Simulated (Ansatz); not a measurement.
SiC (Moissanite):

```
CELL_PARAMETERS angstrom
3.07600 0.00000 0.00000
-1.53800 2.66389 0.00000
0.00000 0.00000 5.04800
ATOMIC_POSITIONS crystal
Si 0.66667 0.33333 0.50000
Si 0.33333 0.66667 0.00000
C 0.66667 0.33333 0.88500
C 0.33333 0.66667 0.38500
```

- Program: Ansatz 0.2.0
- Task: relaxation of cell and atoms
- Functional: PBE
- Potentials or basis: Ansatz PAW
- Cutoff: 420 eV (not typed: the program's choice for these potentials)
- k mesh: 10 × 10 × 5
- Occupations: fermi-dirac, width 0.05 eV
- Spin: no spin polarisation

At the start: volume 10.34 Å³/atom.

Problem. How do energy, volume and symmetry change on relaxing?

Solution. It ends after 8 steps and the volume is 10.50 Å³/atom (+1.6 %); space group P6_3mc (No. 186, to 0.05 Å).

The path:
| step | energy change (eV) | largest force (eV/Å) | volume (Å³) |
| --- | --- | --- | --- |
| 1 | 0.0000 | 0.7527 | 41.36 |
| 2 | -0.0255 | 0.4340 | 41.72 |
| 3 | -0.0385 | 0.1264 | 42.12 |
| 4 | -0.0418 | 0.0028 | 42.00 |
| 5 | -0.0418 | 0.0001 | 42.00 |
| 6 | -0.0430 | 0.0000 | 42.00 |
| 7 | -0.0430 | 0.0008 | 42.01 |
| 8 | -0.0430 | 0.0008 | 42.01 |

Final structure:
```
Si C
1.0
     3.09185    0.00000    0.00000
    -1.54593    2.67762    0.00000
     0.00000    0.00000    5.07420
Si C
2 2
Direct
  0.66667 0.33333 0.50459
  0.33333 0.66667 0.00459
  0.66667 0.33333 0.88041
  0.33333 0.66667 0.38041
```

Caveat: the plane-wave basis is chosen anew once the cell has moved, so the energies of steps on either side of that aren't comparable.
